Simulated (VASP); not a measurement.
# LiF (Fm-3m) in VASP: a series of runs, part 2 of 2

VASP 6.6.1. The steps go on from the part before.

**3. Band structure, r2SCAN**

INCAR reads:

```
PREC = Accurate
ENCUT = 520
EDIFF = 1E-6
ISMEAR = 0
SIGMA = 0.02
LREAL = F
LASPH = T
NELM = 80
ALGO = Normal
ISIF = 2
LWAVE = F
LCHARG = F
METAGGA = R2SCAN
LMIXTAU = T
NBANDS = 12
```

KPOINTS reads:

```
Automatic mesh
0
Gamma
  12 12 12
```

POSCAR reads:

```
LiF                                     
1.0
    0.0000000000      1.9868276912      1.9868276912
    1.9868276912     -0.0000000000      1.9868276912
    1.9868276912      1.9868276912      0.0000000000
  Li              F             
     1     1
Direct
     1.0000000000000000    0.0000000000000000    0.0000000000000000
     0.5000000000000000    0.5000000000000000    0.5000000000000000
```

KPOINTS_OPT reads:

```
path GXWKGLUWLK,UX
15
line-mode
reciprocal
 0.0000000000  0.0000000000  0.0000000000  G
 0.5000000000  0.0000000000  0.5000000000  X

 0.5000000000  0.0000000000  0.5000000000  X
 0.5000000000  0.2500000000  0.7500000000  W

 0.5000000000  0.2500000000  0.7500000000  W
 0.3750000000  0.3750000000  0.7500000000  K

 0.3750000000  0.3750000000  0.7500000000  K
 0.0000000000  0.0000000000  0.0000000000  G

 0.0000000000  0.0000000000  0.0000000000  G
 0.5000000000  0.5000000000  0.5000000000  L

 0.5000000000  0.5000000000  0.5000000000  L
 0.6250000000  0.2500000000  0.6250000000  U

 0.6250000000  0.2500000000  0.6250000000  U
 0.5000000000  0.2500000000  0.7500000000  W

 0.5000000000  0.2500000000  0.7500000000  W
 0.5000000000  0.5000000000  0.5000000000  L

 0.5000000000  0.5000000000  0.5000000000  L
 0.3750000000  0.3750000000  0.7500000000  K

 0.6250000000  0.2500000000  0.6250000000  U
 0.5000000000  0.0000000000  0.5000000000  X
```

Potentials or basis: VASP PAW PBE potentials, release 64 (Li_sv, F).

Launch:

```bash
$ cat potpaw_PBE.64/Li_sv/POTCAR potpaw_PBE.64/F/POTCAR > POTCAR
$ mpirun -np 1 vasp_std > vasp.out
```

OUTCAR:

```text
PREC = Accurate
   ENCUT = 520
   EDIFF = 1E-6
   ISMEAR = 0
   LREAL = F
   LASPH = T
   NELM = 80
   ISIF = 2
   METAGGA = R2SCAN

 ion  position               nearest neighbor table
   1  0.000  0.000  0.000-   2 1.99   2 1.99   2 1.99   2 1.99   2 1.99   2 1.99
   2  0.500  0.500  0.500-   1 1.99   1 1.99   1 1.99   1 1.99   1 1.99   1 1.99

  LATTYP: Found a face centered cubic cell.
 ALAT       =     3.9736553824

  Lattice vectors:

 A1 = (   0.0000000000,   1.9868276912,   1.9868276912)
 A2 = (   1.9868276912,   0.0000000000,   1.9868276912)
 A3 = (   1.9868276912,   1.9868276912,   0.0000000000)

Analysis of symmetry for initial positions (statically):
=====================================================================
 Subroutine PRICEL returns:
 Original cell was already a primitive cell.

 Routine SETGRP: Setting up the symmetry group for a
 face centered cubic supercell.

 Subroutine GETGRP returns: Found 48 space group operations
 (whereof 48 operations were pure point group operations)
 out of a pool of 48 trial point group operations.

The static configuration has the point symmetry O_h .

Analysis of symmetry for dynamics (positions and initial velocities):
=====================================================================
 Subroutine PRICEL returns:
 Original cell was already a primitive cell.

 Routine SETGRP: Setting up the symmetry group for a
 face centered cubic supercell.

 Subroutine GETGRP returns: Found 48 space group operations
 (whereof 48 operations were pure point group operations)
 out of a pool of 48 trial point group operations.

The dynamic configuration has the point symmetry O_h .

 Subroutine INISYM returns: Found 48 space group operations
 (whereof 48 operations are pure point group operations),
 and found     1 'primitive' translations

----------------------------------------------------------------------------------------

                                     Primitive cell

[... 121 lines left out ...]
 non-spin polarized calculation
 Gauss-broadening in eV      SIGMA  =   0.02
  energy-cutoff  :      520.00
  volume of cell :       15.69
 maximum number of plane-waves:       444
 NGX is ok and might be reduce to    24
   NGX = 11   NGY = 11   NGZ = 11

 number of electron      10.0000000 magnetization

 number of electron       9.9999999 magnetization

 Free energy of the ion-electron system (eV)
  ---------------------------------------------------
  ext. energy  EPLUGINS =         0.00000000
  ---------------------------------------------------
  free energy    TOTEN  =       -11.90278307 eV

  energy without entropy =      -11.90278307  energy(sigma->0) =      -11.90278307

 E-fermi :  -1.1791     XC(G=0): -10.7643

 val. band max:       -1.3895386629   @ k =   0.0000   0.0000   0.0000
 cond. band min:       9.2796598284   @ k =   0.0000   0.0000   0.0000
 fundamental gap:     10.6691984913
 Fermi energy:        -1.1791157694

 k-point     1 :       0.0000    0.0000    0.0000
  band No.  band energies     occupation
      1     -43.3737      2.00000
      2     -22.5989      2.00000
      3      -1.3895      2.00000
      4      -1.3895      2.00000
      5      -1.3895      2.00000
      6       9.2797      0.00000
      7      24.5028      0.00000
      8      24.5028      0.00000
      9      24.5028      0.00000
     10      25.2750      0.00000
     11      25.2750      0.00000
     12      25.2760      0.00000
[... 331 lines left out ...]
 k-point    24 :      -0.4167    0.1667    0.0000
  band No.  band energies     occupation
      1     -43.3004      2.00000
      2     -22.0803      2.00000
      3      -3.8667      2.00000
      4      -2.3747      2.00000
      5      -1.7759      2.00000
      6      11.8246      0.00000
      7      16.3123      0.00000
      8      19.7007      0.00000
      9      19.8450      0.00000
     10      28.7360      0.00000
     11      31.8336      0.00000
     12      31.8785      0.00000

 [... further k-points ...]

------------------------ aborting loop because EDIFF is reached ----------------------------------------

  FORCE on cell =-STRESS in cart. coord.  units (eV):
  Direction    XX          YY          ZZ          XY          YZ          ZX
  --------------------------------------------------------------------------------------
  -------------------------------------------------------------------------------------
  Total        0.0352163      0.0352163      0.0352163      0.0000000      0.0000000      0.0000000
  in kB        3.5970269      3.5970269      3.5970269      0.0000000      0.0000000      0.0000000
  external PRESSURE =       3.5970269 kB  Pullay stress =       0.0000000 kB

 VOLUME and BASIS-vectors are now :
 -----------------------------------------------------------------------------
  energy-cutoff  :      520.00
  volume of cell :       15.69
      direct lattice vectors                 reciprocal lattice vectors
     0.000000000  1.986827691  1.986827691    -0.251657455  0.251657455  0.251657455
     1.986827691  0.000000000  1.986827691     0.251657455 -0.251657455  0.251657455
     1.986827691  1.986827691  0.000000000     0.251657455  0.251657455 -0.251657455

 POSITION                                       TOTAL-FORCE (eV/Angst)
 -----------------------------------------------------------------------------------
      0.00000      0.00000      0.00000         0.000000     -0.000000      0.000000
      1.98683      1.98683      1.98683        -0.000000      0.000000      0.000000
 -----------------------------------------------------------------------------------
    total drift:                               -0.000000     -0.000000      0.000000

  FREE ENERGIE OF THE ION-ELECTRON SYSTEM (eV)
  ---------------------------------------------------
  free  energy   TOTEN  =       -11.9027830708 eV

  energy  without entropy=      -11.9027830708  energy(sigma->0) =      -11.90278307
```

OSZICAR:

```text
N       E                     dE             d eps       ncg     rms          rms(c)
DAV:   1     0.264971369856E+02    0.26497E+02   -0.54936E+03  1820   0.862E+02
DAV:   2    -0.139154584455E+02   -0.40413E+02   -0.39456E+02  2092   0.191E+02
DAV:   3    -0.149634043235E+02   -0.10479E+01   -0.10448E+01  2348   0.270E+01
[... 29 lines left out ...]
DAV:   5    -0.106403719806E+05   -0.52277E-02     2372
DAV:   6    -0.106403720335E+05   -0.52889E-04     2088
DAV:   7    -0.106403720340E+05   -0.52642E-06     2188
       N       E                     dE             ncg
DAV:   1     0.328878951348E+05   -0.39590E+04      152
DAV:   2     0.326480257142E+05   -0.23987E+03      172
DAV:   3     0.326426084794E+05   -0.54172E+01      232
DAV:   4     0.326426002098E+05   -0.82696E-02      192
DAV:   5     0.326426001985E+05   -0.11261E-04      220
DAV:   6     0.326426001985E+05   -0.17382E-07      212
```

Wall time 86 s (1 thread of Intel Xeon Platinum 8259CL at 2.50GHz (Skylake/Cascade Lake), shared host); peak memory 0.15 GiB.

Results:

* Free energy: -11.9028 eV
* Band gap on the k mesh: 10.67 eV, direct
* Band gap along the path: 10.67 eV, direct

Levels at the corners of the path, in eV from the valence-band top:
```
point  band 3  band 4  band 5  band 6  band 7  band 8
    Γ    0.00    0.00    0.00   10.67   25.89   25.89
    X   -3.18   -1.07   -1.07   16.47   17.65   19.64
    X   -3.18   -1.07   -1.07   16.47   17.65   19.64
    W   -2.21   -2.21   -0.84   16.60   16.60   19.30
    W   -2.21   -2.21   -0.84   16.60   16.60   19.30
    K   -2.65   -1.64   -0.79   15.93   16.51   20.62
    K   -2.65   -1.64   -0.79   15.93   16.51   20.62
    Γ    0.00    0.00    0.00   10.67   25.89   25.89
    Γ    0.00    0.00    0.00   10.67   25.89   25.89
    L   -2.61   -0.26   -0.26   12.07   18.66   20.78
    L   -2.61   -0.26   -0.26   12.07   18.66   20.78
    U   -2.65   -1.64   -0.79   15.93   16.51   20.62
    U   -2.65   -1.64   -0.79   15.93   16.51   20.62
    W   -2.21   -2.21   -0.84   16.60   16.60   19.30
    W   -2.21   -2.21   -0.84   16.60   16.60   19.30
    L   -2.61   -0.26   -0.26   12.07   18.66   20.78
    L   -2.61   -0.26   -0.26   12.07   18.66   20.78
    K   -2.65   -1.64   -0.79   15.93   16.51   20.62
    U   -2.65   -1.64   -0.79   15.93   16.51   20.62
    X   -3.18   -1.07   -1.07   16.47   17.65   19.64
```

Caveat: the cutoff is under 1.25 times the usual one of these potentials, so pressure, stress and relaxed cells hold a basis-set (Pulay) error; the PAW data sets were made with another functional, which shifts forces and pressure a little.
